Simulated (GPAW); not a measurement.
Runs of GPAW 26.7.0 on AlNi3. It takes space group Pm-3m (No. 221, cubic). Conventional cell: a = 3.523 Å, b = 3.523 Å, c = 3.523 Å, α = 90.00°, β = 90.00°, γ = 90.00°. Ni (site symmetry 4/mmm) is surrounded by 8 Ni at 2.49 Å and 4 Al at 2.49 Å. Al (site symmetry m-3m) is surrounded by 12 Ni at 2.49 Å. The cell is a database's computed one.

```tsv
task	level	potentials or basis	cell	k mesh	cutoff (eV)	lines	response ecut	response k mesh	response bands	sites	mesh quality	gap on the mesh (eV)	moment (μB)	V0 of scaled cells (Å³/atom)	B0 (GPa)
equation of state	PBE	GPAW PAW data sets (gpaw-data 1.2.1), pw	Pm-3m, 10.93 Å³/atom	8 × 8 × 8	600	-	-	-	-	-	not flagged	-	-	11.42	186
magnons	LDA	the program's PAW data sets (release 1.2.1) made for this functional, pw	Pm-3m, 11.59 Å³/atom	6 × 6 × 6	500	2	150 eV	4 × 4 × 4	58	[0, 1, 2]	coarse	none	(a)	-	-
equation of state	PBEsol	PAW data sets generated in the run's folder for this functional, pw	Pm-3m, 10.93 Å³/atom	6 × 6 × 6	600	-	-	-	-	-	not flagged	-	-	11.01	206
magnons	LDA	the program's PAW data sets (release 1.2.1) made for this functional, pw	Pm-3m, 11.37 Å³/atom	6 × 6 × 6	500	2	150 eV	4 × 4 × 4	58	[0, 1, 2]	coarse	none	0.60	-	-
single point	PBE	GPAW PAW data sets (gpaw-data 1.2.1), pw	Pm-3m, 10.93 Å³/atom	8 × 8 × 8	600	-	-	-	-	-	not flagged	none	(b)	-	-
```

Alike in all rows: spin collinear, ferromagnetic start; smearing fermi-dirac 0.05 eV.

Question: Estimate the missing entries.

Answer: (a) 0.62; (b) 0.72.

Caveats: some runs use coarse meshes; the stock nickel data set gives pressures a few GPa off other programs; the number of bands moves the energies at small q by some ten meV (some runs); the exchange constants hang on this mesh and on the site radius (some runs); magnon energies are noisy on this mesh (some runs).

A gap of «none» marks a metal or a gap under the smearing width.
